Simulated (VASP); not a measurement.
A run of VASP 6.6.1 is set up as follows.

File POSCAR:

```
CdO
1.0
    0.0000000000      2.3475000000      2.3475000000
    2.3475000000      0.0000000000      2.3475000000
    2.3475000000      2.3475000000      0.0000000000
Cd O
1 1
Direct
    0.0000000000      0.0000000000      0.0000000000
    0.5000000000      0.5000000000      0.5000000000
```

INCAR.step1

```
SYSTEM = CdO
PREC = Accurate ; ENCUT = 520
EDIFF = 1E-5 ; ISMEAR = -1
SIGMA = 0.05 ; LREAL = .False.
LASPH = .True. ; NELM = 80
ALGO = Normal ; ISIF = 2
LWAVE = .True. ; LCHARG = .False.
GGA = PE
```

INCAR.step2

```
SYSTEM = CdO
PREC = Accurate ; ENCUT = 520
EDIFF = 1E-7 ; ISMEAR = -1
SIGMA = 0.05 ; LREAL = .False.
LASPH = .True. ; NELM = 80
ALGO = Normal ; ISIF = 2
LWAVE = .False. ; LCHARG = .False.
METAGGA = MBJ ; ISTART = 1
```

Contents of KPOINTS:

```
regular mesh
0
Gamma
  8 8 8
  0 0 0
```

Potentials or basis: VASP PAW PBE potentials, release 64 (Cd, O).

The run is started by

```console
$ cat potpaw_PBE.64/Cd/POTCAR potpaw_PBE.64/O/POTCAR > POTCAR
$ cp INCAR.step1 INCAR
$ mpirun -np 1 vasp_std > vasp.out
$ cp INCAR.step2 INCAR
$ mpirun -np 1 vasp_std > vasp.out
```

Q: Predict the band gap on the k mesh.

A: 1.43 eV, indirect (least direct gap 2.71 eV).

 A k mesh can miss the band edges.
